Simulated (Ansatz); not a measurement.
## FeCo: zone-centre modes

Method: DFT PBE, scalar-relativistic, plane waves, PAW (Ansatz 0.2.0). Plane waves to 420 eV; Γ-centred k mesh 20×20×20; Gaussian smearing of 0.20 eV. Collinear spin, site moments -2.8, -1.8 μB. Phonons by linear response, acoustic sum rule imposed.

The cell, relaxed at this level:
```
Fe Co
1.0
     2.84468    0.00000    0.00000
     0.00000    2.84468    0.00000
     0.00000    0.00000    2.84468
Fe Co
1 1
Cartesian
  1.4223 1.4223 1.4223
  0.0000 0.0000 0.0000
```

It was relaxed at this level from a cell as deposited in COD. In a metal, frequencies depend on the k mesh and the smearing, soft modes most.

Optical modes at Γ:
```csv
frequency (cm⁻¹),degeneracy
245,3
```

All 3 optical modes at Γ are real: no displacement of atoms at fixed cell lowers the energy to second order. Strains and modes at other wave vectors aren't tested by this run.
